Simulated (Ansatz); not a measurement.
**Calculation log, ZnO (P6_3mc) (elastic constants by finite strains)**

Method: PBEsol, all-electron LAPW in Ansatz 0.2.0, scalar-relativistic.

The cell comes from a PAW relaxation under the same functional.

Launched as:

```sh
ansatz run input.yaml --threads 2 --pin off --max-ram 5120MiB --backend cpu --events-out ev --progress --plain --runs-dir out
```

Input file:

```yaml
crystal:
  lattice:
    - [3.23006072608, 0.0, 0.0]
    - [-1.61503036304, 2.79731464455, 0.0]
    - [0.0, 0.0, 5.21422023965]
  atoms:
    - { symbol: Zn, position: [0.333333333333, 0.666666666667, 0.500034123002] }
    - { symbol: Zn, position: [0.666666666667, 0.333333333333, 3.4123002e-05] }
    - { symbol: O, position: [0.666666666667, 0.333333333333, 0.378975876998] }
    - { symbol: O, position: [0.333333333333, 0.666666666667, 0.878975876998] }
kpoints:
  mp_grid: { grid: [8, 8, 4] }
scf:
  occupations: { method: fixed }
hamiltonian:
  xc: pbesol
  pseudopotentials: { kind: all_electron, lapw: { basis_error: 0.001 } }
elastic:
  mode: relaxed_ion
  stencil: two_point
  amplitude: 0.008
```

Output:

```
Warning: RAYON_NUM_THREADS=2 ignored (pool sized by the plan → 2); use --threads N
LAPW: plane waves up to 10.992 Å⁻¹, error target 1.0e-3 eV per atom; small_component_spin mean_spin; O in spheres of 0.855 Å, 8 of its electrons in bands, Dirac shells []; Zn in spheres of 1.055 Å, 20 of its electrons in bands, ...
Engine: ansatz 0.2.0, aarch64-unknown-linux-gnu
Pseudopotentials: kind: all_electron
Pseudopotential: Zn, LAPW, valence charge 20, lapw/all_electron/scalar/gaussian/Zn, Koelling and Harmon's equation, gaussian nucleus
Pseudopotential: O, LAPW, valence charge 8, lapw/all_electron/scalar/gaussian/O, Koelling and Harmon's equation, gaussian nucleus
Functional definition: PBEsol
  exchange = pbesol_x
  correlation = pbesol_c
davidson cushion auto → on  (no smearing: the cushion is to keep the highest requested band from converging to the state above it; pin scf.eigensolver.cushion to override)
Crystal: 4 atoms, lattice volume = 47.113 Å³
Basis set: ecut = 460.35211968815906 eV, 1087 PW (Γ), exchange–correlation at level 2
Bands: 34, of which v1, the nominal top of the filled ones, is band 28 counted from 1 (27 counted from 0)
Symmetry: 12 space group operations
Space group: P63mc (ITA 186), of the structure as read, at distance tolerance 3.6e-5 Å
k-points: 30 of 256 (time reversal used)
Non-local potential: Zn, projectors of the file, none
Non-local potential: O, projectors of the file, none
Initial density: superposition of atomic densities (chi_scale 0.1, normalization cell, long waves kept (reshape's long-wave potential 0.00 eV rms))
Initial wavefunctions: plane waves of lowest kinetic energy (no species holds an atomic orbital)
Functional: x = pbesol(κ = 0.804, μ = 0.12345679012345678), c = pbesol(β = 0.046)
iter 1 solved again at ethr=1.25e-2 eV; its pass at ethr=1.00e-1 eV (dr2=6.99e0 eV) is discarded
SCF iter   1: F=—  HF=-101757.127234 eV  |F-HF|=—  |Δ(HF+E_count)|=         —  Δρ=1.11e-1  dr2=7.00e0  ethr=1.25e-2  ⟨swp⟩=2.0  Hψ=6529  notcnv=0
[... 174 lines left out ...]
  dense FFT box of the reference and of every strained cell: 24×24×40
  strains applied: 11, 33, 23; error gains: componentwise 1.00 (the most a stress slope's error grows in a printed constant), spectral 1.41 (1 for all six strains in a standard setting)
  C = ∂σ_k/∂η_j (tension-positive GPa; Voigt order 11 22 33 23 13 12):
       202.693    123.489    109.039      0.000      0.000      0.000
       123.489    202.693    109.039     -0.000      0.000     -0.000
       109.024    109.024    216.293      0.000      0.000     -0.000
         0.000      0.000      0.000     36.436      0.000      0.000
         0.000      0.000      0.000      0.000     36.436      0.000
         0.000     -0.000      0.000      0.000      0.000     39.602
  reference stress σ⁰ (GPa):      0.076      0.076      0.080      0.000     -0.000     -0.000
  no Pulay correction (none for the plane-wave cutoff is built on LAPW): the batch's stresses and constants are at fixed plane waves
  C* (energy form; C + prestress term) asymmetry max|C*_kj − C*_jk| = 1.107e-2 GPa — a small one proves nothing (zero by symmetry where the batch's group is 432, −43m or m−3m); a large one is finite-difference/SCF noise where ...
  moduli (Voigt/Reuss/Hill, GPa): K = 144.98/144.98/144.98   G = 41.17/40.33/40.75   E = 111.77   ν = 0.372
  mechanically stable: yes (min eigenvalue of sym C = 36.44 GPa)
  where every solve meets its electron count the energy-path curvature estimates C_jj along a normal strain and C_jj − ¼(σ⁰_aa + σ⁰_bb) along a shear (ab), closely only under elastic.basis: deformed
  strain η (Voigt 11):  stress-route row diagonal C_11 = 202.69 GPa, energy-path curvature d²(F+E_count)/dδ²/Ω₀ = 202.69 GPa
         δ    σ_11 (GPa)             F (eV)   n_scf  n_hpsi   n_pw
    -8.000e-3      -1.5583     -101754.1845677       2   15875   1087   relax 6 steps, max|allowed force component| 2.22e-5 eV/Å
     8.000e-3       1.6848     -101754.1842302       2   15879   1087   relax 4 steps, max|allowed force component| 1.13e-6 eV/Å
  strain η (Voigt 33):  stress-route row diagonal C_33 = 216.29 GPa, energy-path curvature d²(F+E_count)/dδ²/Ω₀ = 216.34 GPa
         δ    σ_33 (GPa)             F (eV)   n_scf  n_hpsi   n_pw
    -8.000e-3      -1.6503     -101754.1844589       2    7562   1087   relax 5 steps, max|allowed force component| 1.20e-7 eV/Å
     8.000e-3       1.8104     -101754.1840822       2    7562   1087   relax 4 steps, max|allowed force component| 5.31e-7 eV/Å
  strain η (Voigt 23):  stress-route row diagonal C_44 = 36.44 GPa, energy-path curvature d²(F+E_count)/dδ²/Ω₀ = 36.39 GPa
         δ    σ_23 (GPa)             F (eV)   n_scf  n_hpsi   n_pw
    -8.000e-3      -0.2915     -101754.1859638       2   19659   1087   relax 4 steps, max|allowed force component| 1.67e-5 eV/Å
     8.000e-3       0.2915     -101754.1859638       2   19659   1087   relax 7 steps, max|allowed force component| 1.38e-6 eV/Å
```

The run converged.

Strained cells:

Elastic constants of a crystal by Kohn-Sham DFT: slopes of the stress over finite engineering strains of the given cell, Voigt indices, Cartesian axes as in the input; stress of each strained cell less that at rest, tension positive.

| strain component | strain | stress xx (GPa) | stress yy (GPa) | stress zz (GPa) | stress yz (GPa) | stress xz (GPa) | stress xy (GPa) | relaxation steps |
| --- | --- | --- | --- | --- | --- | --- | --- | --- |
| xx | -0.008 | -1.634 | -1.009 | -0.8922 | 0 | 0 | 0 | 6 |
| xx | 0.008 | 1.609 | 0.9668 | 0.8522 | 0 | 0 | 0 | 4 |
| zz | -0.008 | -0.8995 | -0.8995 | -1.73 | 0 | 0 | 0 | 5 |
| zz | 0.008 | 0.8451 | 0.8451 | 1.73 | 0 | 0 | 0 | 4 |
| yz | -0.008 | 0.0008 | 0.0052 | 0 | -0.2915 | 0 | 0 | 4 |
| yz | 0.008 | 0.0008 | 0.0052 | 0 | 0.2915 | 0 | 0 | 7 |

Elastic moduli:

Hill averages of a grain aggregate, Debye temperature from the mean sound speed over directions.

```json
{"Bulk modulus": "145 GPa", "Shear modulus": "40.75 GPa", "Young modulus": "111.8 GPa", "Poisson ratio": "0.3715", "Bulk over shear modulus": "3.558", "Elastic anisotropy index": "0.1047", "Least young modulus": "103.2 GPa", "Largest young modulus": "143.4 GPa", "Longitudinal sound speed": "5894 m/s", "Transverse sound speed": "2665 m/s", "Elastic debye temperature": "392.6 K", "Linear compressibility (x, y, z)": "2.293, 2.293, 2.312 1/TPa"}
```

**Elastic constants**

```
Pressure at rest         : -0.077 GPa
Least elastic eigenvalue : 36.44 GPa
Elastically stable       : yes
```

```csv
index,elastic (GPa)
11,202.7
12,123.5
13,109
33,216.3
44,36.44
```

Caveats: constants at zero field, no piezoelectric stiffening.

Time and hardware: 21 min on 2 threads of Arm Neoverse V1, on a shared host, peak memory 0.66 GiB.
